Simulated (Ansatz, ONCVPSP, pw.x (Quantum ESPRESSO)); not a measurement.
**strontium: does the ONCV potential hold in the solid?**

- Element: strontium (Sr)
- Generator: ONCVPSP 4.0.1.1 (patched build)
- Type: optimised norm-conserving Vanderbilt (ONCV)
- Functional: PBE
- Relativity: scalar-relativistic
- Frozen core: [Ar] 3d10
- Valence charge: 10
- Reference configuration: 4s2 4p6 5s2
- Partial waves: 4s+5s: rc 2.55 bohr, ncon 4, nbas 8, qcut 3.8 1/bohr, 3 projectors, debl 2 Ha; 4p: rc 2.55 bohr, ncon 4, nbas 7, qcut 5.9 1/bohr, 1 projector; d scattering state at 0.17 Ha: rc 2.00 bohr, ncon 4, nbas 8, qcut 5.7 1/bohr, local
- Local potential: the d channel
- Core correction: Teter function, fcfact 5, rcfact 1.2

In the d channel the program set the typed energies aside and used 0.050 Ha.

Atomic tests: cutoffs needed: 8.4 Ha and 10 Ha (the cutoffs (Ha) at which the residual kinetic energy of the hardest occupied pseudo-wave falls to 1 and 0.1 mHa per electron); ghost test: no bound ghost flagged; no localised positive-energy state flagged; largest excitation error: -14 meV (all-electron minus pseudo) for 4s2 4p6 4d1 5s0, out of 4 test configurations.

Crystal test: diamond Sr in pw.x 7.5, no spin, 8³ k-points, Fermi–Dirac smearing 0.01 Ry, cutoffs 50/200 Ry. The reference is all-electron LAPW (Ansatz 0.2.0) with the same functional, mesh and smearing; V0 and B0 come from Birch–Murnaghan fits to the pressures at five volumes. Errors are pseudo minus all-electron; Δ is the rms difference of the E(V) curves that follow from these fits, minima aligned, over ±6 % about the mean V0. Mesh and smearing are coarse, so the numbers serve the comparison and aren't converged zero-temperature values; the lattice is a test structure that the element need not adopt.

| V (Å³/atom) | P all-electron (GPa) | P pseudo (GPa) |
| --- | --- | --- |
| 104.603 | 0.15 | 0.13 |
| 107.355 | 0.07 | 0.06 |
| 110.108 | -0.00 | -0.01 |
| 112.861 | -0.07 | -0.08 |
| 115.613 | -0.13 | -0.14 |

All-electron: a0 = 9.581 Å (V0 = 109.95 Å³/atom), B0 = 2.7 GPa.

Pseudopotential: mean pressure error (GPa): -0.01; a0 (Å): 9.569; a0 error (%): -0.13; B0 error (%): +0.4; Δ (meV/atom): 0.3.

Problem. At the middle volume, how do free energy and pressure move when the wave cutoff is lowered (ecutrho kept at four times it)?

Solution.

| cutoff (Ry) | shift of F (meV/atom) | shift of P (GPa) |
| --- | --- | --- |
| 22 | +11.9 | -0.12 |
| 30 | +0.6 | -0.00 |
| 40 | +0.2 | +0.00 |

Input at the middle volume:

```
&control
  calculation='scf', prefix='x', pseudo_dir='./', outdir='./tmp', tstress=.true., disk_io='none'
/
&system
  ibrav=0, nat=2, ntyp=1, ecutwfc=50, ecutrho=200, nbnd=18,
  occupations='smearing', smearing='fd', degauss=0.01
/
&electrons
  conv_thr=1e-09, mixing_beta=0.4, electron_maxstep=70
/
ATOMIC_SPECIES
Sr 1.0 Sr.UPF
CELL_PARAMETERS angstrom
  0.00000000 4.79298745 4.79298745
  4.79298745 0.00000000 4.79298745
  4.79298745 4.79298745 0.00000000
ATOMIC_POSITIONS crystal
Sr 0.0000 0.0000 0.0000
Sr 0.2500 0.2500 0.2500
K_POINTS automatic
8 8 8 0 0 0
```

```bash
pw.x < Sr.scf.in > Sr.scf.out
```

Lines of the output:

```
Message from routine setup:
     using ibrav=0 with symmetry is DISCOURAGED, use correct ibrav instead
     lattice parameter (alat)  =      12.8091  a.u.
     unit-cell volume          =    1486.0912 (a.u.)^3
     number of electrons       =        20.00
     number of Kohn-Sham states=           18
     kinetic-energy cutoff     =      50.0000  Ry
     charge density cutoff     =     200.0000  Ry
     scf convergence threshold =      1.0E-09
     Exchange-correlation= PBE
     number of k points=    29  Fermi-Dirac smearing, width (Ry)=  0.0100
     iteration #  1     ecut=    50.00 Ry     beta= 0.40
     c_bands:  1 eigenvalues not converged
     c_bands:  1 eigenvalues not converged
     c_bands:  1 eigenvalues not converged
     c_bands:  1 eigenvalues not converged
     c_bands:  1 eigenvalues not converged
     total energy              =    -133.08144405 Ry
     estimated scf accuracy    <       0.00199531 Ry
     iteration #  2     ecut=    50.00 Ry     beta= 0.40
     total energy              =    -133.08232643 Ry
     estimated scf accuracy    <       0.00079451 Ry
     iteration #  3     ecut=    50.00 Ry     beta= 0.40
     c_bands:  1 eigenvalues not converged
     total energy              =    -133.08248219 Ry
     estimated scf accuracy    <       0.00001315 Ry
     iteration #  4     ecut=    50.00 Ry     beta= 0.40
     total energy              =    -133.08249228 Ry
     estimated scf accuracy    <       0.00000071 Ry
     iteration #  5     ecut=    50.00 Ry     beta= 0.40
     total energy              =    -133.08249251 Ry
     estimated scf accuracy    <       0.00000007 Ry
     iteration #  6     ecut=    50.00 Ry     beta= 0.40
     total energy              =    -133.08249256 Ry
     estimated scf accuracy    <          8.7E-09 Ry
     iteration #  7     ecut=    50.00 Ry     beta= 0.40
     total energy              =    -133.08249256 Ry
     estimated scf accuracy    <          1.1E-09 Ry
     iteration #  8     ecut=    50.00 Ry     beta= 0.40
     the Fermi energy is     1.3712 ev
!    total energy              =    -133.08249256 Ry
     estimated scf accuracy    <          1.5E-10 Ry
     smearing contrib. (-TS)   =      -0.01484003 Ry
     The total energy is F=E-TS. E is the sum of the following terms:
     one-electron contribution =     -90.65971003 Ry
     hartree contribution      =      43.89991944 Ry
     xc contribution           =     -26.83408288 Ry
     ewald contribution        =     -59.47377906 Ry
     convergence has been achieved in   8 iterations
          total   stress  (Ry/bohr**3)                   (kbar)     P=       -0.15
     Message from routine punch:
     Nothing written, as per user request (disk_io='none')
```

The run at the middle volume (29 k-points, 8 iterations) took about 71 s on one core of a shared host (Neoverse-V2, 96 threads, 742 GiB, load 68).
